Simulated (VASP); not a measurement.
A run of VASP 6.6.1 is set up as follows.

File INCAR:

```
PREC = Accurate
ENCUT = 520
EDIFF = 1E-6
ISMEAR = 0
SIGMA = 0.03
LREAL = False
LASPH = True
NELM = 80
ALGO = Normal
ISIF = 2
LWAVE = False
LCHARG = False
LMAXMIX = 4
LDIPOL = True
IDIPOL = 3
DIPOL = 0.5 0.5 0.500
GGA = PE
IVDW = 12
NBANDS = 46
LVHAR = True
LVACPOTAV = True
KPAR = 4
```

Contents of KPOINTS:

```
regular mesh
0
Gamma
  6 6 1
```

Contents of POSCAR:

```
TiSe2                                   
1.0
    3.4779003157      0.0000000000      0.0000000000
   -1.7389501579      3.0119500274      0.0000000000
    0.0000000000      0.0000000000     33.0724416000
  Se              Ti            
     6     3
Direct
     0.6666666699999979    0.3333333300000021    0.2735084984591098
     0.3333333300000021    0.6666666699999979    0.3681554178681544
     0.6666666699999979    0.3333333300000021    0.4528888573112549
     0.3333333300000021    0.6666666699999979    0.5471111426887449
     0.6666666699999979    0.3333333300000021    0.6318445821318457
     0.3333333300000021    0.6666666699999979    0.7264915015408903
     1.0000000000000000    1.0000000000000000    0.3211478460619794
     1.0000000000000000    0.0000000000000000    0.5000000000000000
     1.0000000000000000    0.0000000000000000    0.6788521539380206
```

KPOINTS_OPT

```
explicit points
3
Reciprocal
 0.0000000000  0.0000000000  0.0000000000 1
 0.5000000000  0.0000000000  0.0000000000 1
 0.3333333300  0.3333333300  0.0000000000 1
```

Potentials or basis: VASP PAW PBE potentials, release 64 (Se, Ti_sv).

Command:

```sh
$ cat potpaw_PBE.64/Se/POTCAR potpaw_PBE.64/Ti_sv/POTCAR > POTCAR
$ mpirun -np 4 vasp_std > vasp.out
```

(1) Estimate the work function of the upper face.

(2) Predict the band gap along the path.

(3) What does it give for the largest force?

Answers

(1) 5.37 eV.

(2) none (metal or under the smearing width).

(3) 0.034 eV/Å.
